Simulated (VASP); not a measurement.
# TiSe2 (P-3m1) in VASP: notebook, part 2 of 2

VASP 6.6.1. Earlier steps stand in the parts before.

## (4) Relaxation of cell and atoms, PBE

The COD entry that gives the cell may itself be a prediction, so a difference from it is no test against experiment.

This run uses another cell than the first one, of 24.27 Å³/atom, 1.048 times its volume.

The input, INCAR:

```
SYSTEM = TiSe2
PREC = Accurate
ENCUT = 600
EDIFF = 1E-7
ISMEAR = 1
SIGMA = 0.1
LREAL = .FALSE.
LASPH = .TRUE.
NELM = 80
ALGO = Normal
ISIF = 3
LWAVE = .FALSE.
LCHARG = .FALSE.
GGA = PE
IBRION = 2
NSW = 90
EDIFFG = -0.005
```

The input, KPOINTS:

```
regular mesh
0
G
  12 12 6
  0 0 0
```

The input, POSCAR:

```
TiSe2                                   
1.0
    3.5448522870     -0.0000000000      0.0000000000
   -1.7724261435      3.0699321332     -0.0000000000
   -0.0000000000      0.0000000000      6.6900029453
  Ti              Se            
     1     2
Direct
     0.0000000000000000    1.0000000000000000    0.0000000000000000
     0.3333333332999970    0.6666666667000030    0.2311554277339931
     0.6666666667000030    0.3333333332999970    0.7688445722660070
```

On the command line:

```console
$ cat potpaw_PBE.64/Ti_sv/POTCAR potpaw_PBE.64/Se/POTCAR > POTCAR
$ mpirun -np 1 vasp_std > vasp.out
```

Wall time 87 s (1 thread of Intel Xeon Platinum 8559C (Emerald Rapids), shared host); peak memory 0.3 GiB.

It converged, with:

```yaml
Free_energy: -18.2071 eV
Pressure_after_relaxing: 0.0 GPa
Largest_force_after_relaxing: 0.004 eV/Å
Band_gap_on_the_k_mesh: none (metal or under the smearing width)
```

Forces in eV/Å, atoms in the order of the input:
```
Ti   0.000  0.000  0.000
Se   0.000  0.000  0.004
Se   0.000  0.000 -0.004
```

Final structure:
```cif
data_structure
_symmetry_space_group_name_H-M 'P 1'
_symmetry_Int_Tables_number 1
_cell_length_a 3.5449
_cell_length_b 3.5449
_cell_length_c 6.6900
_cell_angle_alpha 90.000
_cell_angle_beta 90.000
_cell_angle_gamma 120.000
_cell_volume 72.80
loop_
_atom_site_label
_atom_site_type_symbol
_atom_site_fract_x
_atom_site_fract_y
_atom_site_fract_z
_atom_site_occupancy
Ti1 Ti 0.00000 0.00000 0.00000 1
Se1 Se 0.33333 0.66667 0.23116 1
Se2 Se 0.66667 0.33333 0.76884 1
```

Levels at points of the mesh, in eV from the Fermi level:
```csv
k point,band 8,band 9,band 10,band 11,band 12,band 13,band 14,band 15,band 16
"(0.00, 0.00, 0.00)",-2.17,-2.17,-0.53,0.47,0.47,0.50,0.50,0.67,3.44
"(0.50, 0.00, 0.00)",-3.86,-2.62,-2.25,-2.18,-1.11,0.08,1.35,1.72,3.34
"(0.00, 0.00, 0.50)",-2.16,-2.16,-2.05,0.45,0.45,0.47,0.47,1.08,3.53
"(0.50, 0.00, 0.50)",-4.13,-2.63,-2.30,-1.53,-1.00,-0.08,1.35,1.71,3.26
```

Caveat: the relaxation stopped at its first step, so nothing moved; this functional lacks dispersion, which binds the layers, so the pressure and a relaxed spacing across them are unreliable.

## (5) Relaxation of cell and atoms, PBE, target pressure 3.12 GPa, at which the enthalpy is minimised

This run uses another cell than the first one, of 21.67 Å³/atom, 0.936 times its volume.

The input, INCAR:

```
SYSTEM = TiSe2
PREC = Accurate
ENCUT = 600
EDIFF = 1E-6
ISMEAR = 1
SIGMA = 0.1
LREAL = .False.
LASPH = .True.
NELM = 80
ALGO = Normal
ISIF = 3
LWAVE = .False.
LCHARG = .False.
GGA = PE
IBRION = 2
NSW = 90
EDIFFG = -0.01
PSTRESS = 31.2
```

The input, KPOINTS:

```
regular mesh
0
Gamma
  12 12 6
  0 0 0
```

The input, POSCAR:

```
TiSe2
1.0
    3.5360000000      0.0000000000      0.0000000000
   -1.7680000000      3.0622658278      0.0000000000
    0.0000000000      0.0000000000      6.0040000000
Ti Se
1 2
Direct
    0.0000000000      0.0000000000      0.0000000000
    0.3333333333      0.6666666667      0.2552000000
    0.6666666667      0.3333333333      0.7448000000
```

On the command line:

```console
$ cat potpaw_PBE.64/Ti_sv/POTCAR potpaw_PBE.64/Se/POTCAR > POTCAR
$ mpirun -np 1 vasp_std > vasp.out
```

Run time: 5.7 min. Hardware: 1 thread of Intel Xeon 6975P-C (Granite Rapids), shared host; peak memory 0.3 GiB.

It converged, with:

```
Free energy                                            : -18.1386 eV
Relaxed volume                                         : 20.74 Å³/atom
Relaxed cell                                           : a = 3.489 Å, b = 3.489 Å, c = 5.902 Å, α = 90.00°, β = 90.00°, γ = 120.00°
Space group after relaxing (to 0.05 Å)                 : P-3m1 (No. 164)
Energy change on relaxing (the enthalpy is what falls) : +12.5 meV/atom
Ionic steps                                            : 10
Pressure after relaxing                                : 3.1 GPa
Largest force after relaxing                           : 0.004 eV/Å
Band gap on the k mesh                                 : none (metal or under the smearing width)
```

Forces in eV/Å, atoms in the order of the input:
```
Ti   0.000  0.000  0.000
Se   0.000  0.000 -0.004
Se   0.000  0.000  0.004
```

The path:
```csv
step,energy change (eV),largest force (eV/Å),pressure (GPa),volume (Å³)
1,0.0000,0.0782,1.62,65.01
2,0.0302,0.3126,4.06,63.12
3,0.0196,0.2495,3.41,63.61
4,0.0212,0.1278,3.17,63.28
5,0.0248,0.0416,3.03,63.04
6,0.0272,0.0371,3.06,62.86
7,0.0361,0.0218,3.24,62.30
8,0.0390,0.0167,3.28,62.15
9,0.0336,0.0610,2.71,62.45
10,0.0374,0.0035,3.13,62.22
```

Final structure:
```xyz
3
Lattice="3.4891 0.0000 0.0000 -1.7446 3.0217 0.0000 0.0000 0.0000 5.9020" Properties=species:S:1:pos:R:3 pbc="T T T"
Ti    1.7446    3.0217    0.0000
Se    0.0000    2.0144    1.5532
Se    1.7446    1.0072    4.3488
```

Levels at points of the mesh, in eV from the Fermi level:
```
           k point  band 8  band 9  band 10  band 11  band 12  band 13  band 14  band 15  band 16
(0.00, 0.00, 0.00)   -2.24   -2.24     0.31     0.51     0.51     0.58     0.60     0.60     3.31
(0.50, 0.00, 0.00)   -3.85   -2.89    -2.84    -2.24    -1.39     0.06     1.46     1.88     3.22
(0.00, 0.00, 0.50)   -2.84   -2.16    -2.16     0.31     0.31     0.49     0.49     1.26     3.72
(0.50, 0.00, 0.50)   -4.79   -2.81    -2.52    -1.15    -0.86    -0.24     1.45     1.84     3.07
```

Caveat: the cell is relaxed towards a set pressure, so the enthalpy falls and the energy may rise; this functional lacks dispersion, which binds the layers, so the pressure and a relaxed spacing across them are unreliable.

## (6) The runs side by side

| level | cell | target pressure | gap on the mesh (eV) | pressure (GPa) |
| --- | --- | --- | --- | --- |
| r2SCAN | relaxed | - | none | 0.0 |
| PBE | relaxed | - | none | 0.0 |
| PBE | relaxed to 3.12 GPa | 3.12 GPa | none | 3.1 |

Alike in all rows: task relaxation of cell and atoms; potentials or basis VASP PAW PBE potentials, release 64 (Ti_sv, Se); no spin polarisation; k mesh 12 × 12 × 6; cutoff (eV) 600; smearing methfessel-paxton 0.1 eV.

Caveats: the relaxation stopped at its first step, so nothing moved (some runs); this functional lacks dispersion, which binds the layers, so the pressure and a relaxed spacing across them are unreliable (some runs); the PAW data sets were made with another functional, which shifts forces and pressure a little (some runs); the cell is relaxed towards a set pressure, so the enthalpy falls and the energy may rise (some runs).

Absolute energies hang on the potentials; compare differences alone.
